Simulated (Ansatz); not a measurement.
## Tl under changes of volume

One of the cells (28.575 Å³/atom); the others are scaled copies at fixed shape and fractional positions:

```
Tl
1.0
     3.45600    0.00000    0.00000
    -1.72800    2.99298    0.00000
     0.00000    0.00000    5.52500
Tl
2
Cartesian
  1.7280 0.9977 4.1438
  0.0000 1.9953 1.3813
```

```yaml
Program: Ansatz 0.2.0
Functional: PBE
Dispersion: D3(BJ)
Potentials_or_basis: Ansatz PAW
Cutoff: "420 eV (not typed: the program's choice for these potentials)"
k_mesh: 9 × 9 × 5
Occupations: cold, width 0.05 eV
Spin: non-collinear spin, ferrimagnetic start
Starting_moments: "[[0.289, 0.289, 0.289], [-0.144, -0.144, -0.144]] μB"
```

| volume (Å³/atom) | energy over the lowest point (meV/atom) | pressure (GPa) |
| --- | --- | --- |
| 26.860 | ? | ? |
| 27.432 | 21.49 | 3.3 |
| 28.003 | 11.64 | 2.3 |
| 28.575 | 5.01 | 1.4 |
| 29.146 | 1.23 | 0.7 |
| 29.718 | 0.00 | 0.0 |
| 30.289 | 1.02 | -0.6 |

Task: What does the run at 26.860 Å³/atom give?

Result: Energy over the lowest point 35.00 meV/atom; pressure 4.3 GPa.

Worked out: A Birch-Murnaghan fit of order 3 (a polynomial in V^(-2/3)) to the other rows has its minimum at 29.73 Å³/atom with B0 = V·E''(V) = 33 GPa and B' = 5.2 at fixed shape and positions, which overstates the stiffness. It gives 34.98 meV/atom at 26.860 Å³/atom, against the run's 35.00, and -dE/dV = 4.3 GPa, against 4.3.

Energies are extrapolated to zero smearing.

Caveats: pairwise dispersion overbinds metals, which lowers pressure and volume; the starting moments weren't kept.
